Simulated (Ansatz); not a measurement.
The system is TiC.

```xyz
2
Lattice="0.0000 2.1657 2.1657 2.1657 0.0000 2.1657 2.1657 2.1657 0.0000" Properties=species:S:1:pos:R:3 pbc="T T T"
Ti    0.0000    0.0000    0.0000
C     2.1657    2.1657    2.1657
```

The cell is a database's computed one.

Base run:

| Quantity | Value |
| --- | --- |
| Program | Ansatz 0.2.0 |
| Functional | PBEsol |
| Potentials or basis | Ansatz PAW |
| Cutoff | 420 eV (not typed: the program's choice for these potentials) |
| k mesh | 11 × 11 × 11 |
| Occupations | fermi-dirac, width 0.05 eV |
| Spin | no spin polarisation |
| Hubbard terms | Ti d U = 3 eV |

Its results: band gap on the k mesh none (metal or under the smearing width); pressure -2.0 GPa.

Task: The run is repeated on the same cell with these changes: hubbard terms from Ti d U = 3 eV to none; hubbard projectors from ortho-atomic (the default) to none. What comes out?

Result: Band gap on the k mesh none (metal or under the smearing width); pressure -6.7 GPa.

Caveats: the PAW data sets come from PBE, with cores solved anew for the run's functional, which leaves a small shift of forces and pressure; U without spin polarisation on a metal has little footing (some runs); the U is typed as a test and isn't derived for this compound (some runs).
